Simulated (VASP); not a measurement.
# Au (Im-3m) in VASP: a series of runs

One crystal, Au, is run at these levels: PBE, PBEsol+D3(BJ); tasks: single point, atomic charges.

Everything below comes from runs of VASP 6.6.1. Logs are shortened: lines on timing, memory, paths and dates and some standing lists are left out, and cuts for length are marked.

## 1. Starting point

It takes space group Im-3m (No. 229, cubic). The conventional cell has a = 3.315 Å, b = 3.315 Å, c = 3.315 Å, α = 90.00°, β = 90.00°, γ = 90.00°. Au (site symmetry m-3m) has 8 Au at 2.87 Å as nearest neighbours.

This isn't the form of Au at room conditions, which is fcc.

## 2. Single point, PBE

run.py reads:

```python
from ase.calculators.vasp import Vasp
from ase.dft.bandgap import bandgap
from ase.io import read

atoms = read('Au.cif', primitive_cell=True, subtrans_included=False)
calc = Vasp(
    directory='calc',
    xc='pbe',
    pp='PBE',
    setups='minimal',
    prec='Accurate',
    encut=500,
    ediff=1e-06,
    ismear=0,
    sigma=0.02,
    lreal=False,
    lasph=True,
    nelm=80,
    algo='Normal',
    isif=2,
    lwave=False,
    lcharg=True,
    lelf=True,
    lvhar=True,
    kpts=[11, 11, 11],
    gamma=True,
    nbands=12,
)
atoms.calc = calc

print('energy (eV):', atoms.get_potential_energy())
print('free energy (eV):', atoms.get_potential_energy(force_consistent=True))
print('forces (eV/A):')
print(atoms.get_forces())
print('stress (eV/A^3, Voigt):', atoms.get_stress())
print('Fermi level (eV):', calc.get_fermi_level())
gap, top, bottom = bandgap(calc)
print('band gap (eV):', gap, 'from (spin, k, band)', top, 'to', bottom)
```

Au.cif reads:

```cif
data_Au
_cell_length_a 3.31453800
_cell_length_b 3.31453800
_cell_length_c 3.31453800
_cell_angle_alpha 90.00000000
_cell_angle_beta 90.00000000
_cell_angle_gamma 90.00000000
_space_group_name_H-M_alt 'Im-3m'
_space_group_name_Hall '-I 4 2 3'
_space_group_IT_number 229
loop_
_space_group_symop_operation_xyz
'x,y,z'
'-x,-y,-z'
'-y,x,z'
'y,-x,-z'
'-x,-y,z'
'x,y,-z'
'y,-x,z'
'-y,x,-z'
'x,-y,-z'
'-x,y,z'
'-y,-x,-z'
'y,x,z'
'-x,y,-z'
'x,-y,z'
'y,x,-z'
'-y,-x,z'
'z,x,y'
'-z,-x,-y'
'z,-y,x'
'-z,y,-x'
'z,-x,-y'
'-z,x,y'
'z,y,-x'
'-z,-y,x'
'-z,x,-y'
'z,-x,y'
'-z,-y,-x'
'z,y,x'
'-z,-x,y'
'z,x,-y'
'-z,y,x'
'z,-y,-x'
'y,z,x'
'-y,-z,-x'
'x,z,-y'
'-x,-z,y'
'-y,z,-x'
'y,-z,x'
'-x,z,y'
'x,-z,-y'
'-y,-z,x'
'y,z,-x'
'-x,-z,-y'
'x,z,y'
'y,-z,-x'
'-y,z,x'
'x,-z,y'
'-x,z,-y'
'x+1/2,y+1/2,z+1/2'
'-x+1/2,-y+1/2,-z+1/2'
'-y+1/2,x+1/2,z+1/2'
'y+1/2,-x+1/2,-z+1/2'
'-x+1/2,-y+1/2,z+1/2'
'x+1/2,y+1/2,-z+1/2'
'y+1/2,-x+1/2,z+1/2'
'-y+1/2,x+1/2,-z+1/2'
'x+1/2,-y+1/2,-z+1/2'
'-x+1/2,y+1/2,z+1/2'
'-y+1/2,-x+1/2,-z+1/2'
'y+1/2,x+1/2,z+1/2'
'-x+1/2,y+1/2,-z+1/2'
'x+1/2,-y+1/2,z+1/2'
'y+1/2,x+1/2,-z+1/2'
'-y+1/2,-x+1/2,z+1/2'
'z+1/2,x+1/2,y+1/2'
'-z+1/2,-x+1/2,-y+1/2'
'z+1/2,-y+1/2,x+1/2'
'-z+1/2,y+1/2,-x+1/2'
'z+1/2,-x+1/2,-y+1/2'
'-z+1/2,x+1/2,y+1/2'
'z+1/2,y+1/2,-x+1/2'
'-z+1/2,-y+1/2,x+1/2'
'-z+1/2,x+1/2,-y+1/2'
'z+1/2,-x+1/2,y+1/2'
'-z+1/2,-y+1/2,-x+1/2'
'z+1/2,y+1/2,x+1/2'
'-z+1/2,-x+1/2,y+1/2'
'z+1/2,x+1/2,-y+1/2'
'-z+1/2,y+1/2,x+1/2'
'z+1/2,-y+1/2,-x+1/2'
'y+1/2,z+1/2,x+1/2'
'-y+1/2,-z+1/2,-x+1/2'
'x+1/2,z+1/2,-y+1/2'
'-x+1/2,-z+1/2,y+1/2'
'-y+1/2,z+1/2,-x+1/2'
'y+1/2,-z+1/2,x+1/2'
'-x+1/2,z+1/2,y+1/2'
'x+1/2,-z+1/2,-y+1/2'
'-y+1/2,-z+1/2,x+1/2'
'y+1/2,z+1/2,-x+1/2'
'-x+1/2,-z+1/2,-y+1/2'
'x+1/2,z+1/2,y+1/2'
'y+1/2,-z+1/2,-x+1/2'
'-y+1/2,z+1/2,x+1/2'
'x+1/2,-z+1/2,y+1/2'
'-x+1/2,z+1/2,-y+1/2'
loop_
_atom_site_label
_atom_site_type_symbol
_atom_site_symmetry_multiplicity
_atom_site_Wyckoff_symbol
_atom_site_fract_x
_atom_site_fract_y
_atom_site_fract_z
_atom_site_occupancy
Au1 Au 2 a 0.0000000000 0.0000000000 0.0000000000 1
```

Potentials or basis: VASP PAW PBE potentials, release 64 (Au).

Command:

```console
python run.py
```

Output:

```text
energy (eV): -3.19198181
free energy (eV): -3.19227452
forces (eV/A):
[[ 0. -0.  0.]]
stress (eV/A^3, Voigt): [ 0.00661957  0.00661957  0.00661957  0.          0.         -0.        ]
Fermi level (eV): 8.30489515
band gap (eV): 0.0 from (spin, k, band) (None, None, None) to (None, None, None)
```

OUTCAR:

```text
ENCUT = 500.000000
   EDIFF = 1.00e-06
   GGA = PE
   PREC = Accurate
   ISIF = 2
   ISMEAR = 0
   NELM = 80
   LASPH = .TRUE.
   LREAL = .FALSE.

 ion  position               nearest neighbor table
   1  0.000  0.000  0.000-

  LATTYP: Found a body centered cubic cell.
 ALAT       =     3.3145380000

  Lattice vectors:

 A1 = (  -1.6572690000,   1.6572690000,   1.6572690000)
 A2 = (   1.6572690000,  -1.6572690000,   1.6572690000)
 A3 = (   1.6572690000,   1.6572690000,  -1.6572690000)

Analysis of symmetry for initial positions (statically):
=====================================================================
 Subroutine PRICEL returns:
 Original cell was already a primitive cell.

 Routine SETGRP: Setting up the symmetry group for a
 body centered cubic supercell.

 Subroutine GETGRP returns: Found 48 space group operations
 (whereof 48 operations were pure point group operations)
 out of a pool of 48 trial point group operations.

The static configuration has the point symmetry O_h .

Analysis of symmetry for dynamics (positions and initial velocities):
=====================================================================
 Subroutine PRICEL returns:
 Original cell was already a primitive cell.

 Routine SETGRP: Setting up the symmetry group for a
 body centered cubic supercell.

 Subroutine GETGRP returns: Found 48 space group operations
 (whereof 48 operations were pure point group operations)
 out of a pool of 48 trial point group operations.

The dynamic configuration has the point symmetry O_h .

 Subroutine INISYM returns: Found 48 space group operations
 (whereof 48 operations are pure point group operations),
 and found     1 'primitive' translations

[... 124 lines left out ...]
 Gauss-broadening in eV      SIGMA  =   0.02
  energy-cutoff  :      500.00
  volume of cell :       18.21
 maximum number of plane-waves:       472
 NGX is ok and might be reduce to    24
   NGX = 11   NGY = 11   NGZ = 11

 number of electron      10.9999998 magnetization

 Free energy of the ion-electron system (eV)
  ---------------------------------------------------
  ext. energy  EPLUGINS =         0.00000000
  ---------------------------------------------------
  free energy    TOTEN  =        -3.19227452 eV

  energy without entropy =       -3.19168911  energy(sigma->0) =       -3.19198181

 E-fermi :   8.3049     XC(G=0): -12.3228

 val. band max:        8.2989749828   @ k =  -0.3636   0.4545   0.0909
 cond. band min:       8.3292399176   @ k =  -0.2727   0.4545   0.0909
 fundamental gap:      0.0302649348
 Fermi energy:         8.3048951486

 k-point     1 :       0.0000    0.0000    0.0000
  band No.  band energies     occupation
      1      -0.7542      2.00000
      2       3.9042      2.00000
      3       3.9042      2.00000
      4       3.9042      2.00000
      5       5.6407      2.00000
      6       5.6407      2.00000
      7      24.9106      0.00000
      8      24.9106      0.00000
      9      24.9106      0.00000
     10      31.5730      0.00000
     11      31.5730      0.00000
     12      31.5730      0.00000
[... 331 lines left out ...]
 k-point    24 :       0.3636    0.1818    0.0909
  band No.  band energies     occupation
      1       2.5993      2.00000
      2       3.0979      2.00000
      3       4.6400      2.00000
      4       5.6889      2.00000
      5       5.8646      2.00000
      6      11.3179      0.00000
      7      11.6425      0.00000
      8      17.1068      0.00000
      9      19.7179      0.00000
     10      30.1275      0.00000
     11      31.7845      0.00000
     12      33.7417      0.00000

 [... further k-points ...]
[... 5 lines left out ...]
  --------------------------------------------------------------------------------------
  -------------------------------------------------------------------------------------
  Total       -0.1205227     -0.1205227     -0.1205227     -0.0000000     -0.0000000     -0.0000000
  in kB      -10.6057272    -10.6057272    -10.6057272     -0.0000000     -0.0000000     -0.0000000
  external PRESSURE =     -10.6057272 kB  Pullay stress =       0.0000000 kB

 VOLUME and BASIS-vectors are now :
 -----------------------------------------------------------------------------
  energy-cutoff  :      500.00
  volume of cell :       18.21
      direct lattice vectors                 reciprocal lattice vectors
    -1.657269000  1.657269000  1.657269000     0.000000000  0.301701172  0.301701172
     1.657269000 -1.657269000  1.657269000     0.301701172  0.000000000  0.301701172
     1.657269000  1.657269000 -1.657269000     0.301701172  0.301701172  0.000000000

 POSITION                                       TOTAL-FORCE (eV/Angst)
 -----------------------------------------------------------------------------------
      0.00000      0.00000      0.00000         0.000000     -0.000000      0.000000
 -----------------------------------------------------------------------------------
    total drift:                                0.000000      0.000000      0.000000

  FREE ENERGIE OF THE ION-ELECTRON SYSTEM (eV)
  ---------------------------------------------------
  free  energy   TOTEN  =        -3.1922745222 eV

  energy  without entropy=       -3.1916891052  energy(sigma->0) =       -3.19198181
```

INCAR:

```text
ENCUT = 500.000000
SIGMA = 0.020000
EDIFF = 1.00e-06
ALGO = Normal
GGA = PE
PREC = Accurate
ISIF = 2
ISMEAR = 0
NBANDS = 12
NELM = 80
LASPH = .TRUE.
LCHARG = .TRUE.
LELF = .TRUE.
LVHAR = .TRUE.
LWAVE = .FALSE.
LREAL = .FALSE.
```

Wall time 13 s (1 thread of Intel Xeon Platinum 8259CL at 2.50GHz (Skylake/Cascade Lake), shared host); peak memory 0.14 GiB.

Results:

| Item | Value |
| --- | --- |
| Free energy | -3.1923 eV |
| Pressure | -1.1 GPa |
| Band gap on the k mesh | none (metal or under the smearing width) |

Spin-orbit coupling is left out, which matters for the levels of Au.

[end of part 1 of 2]
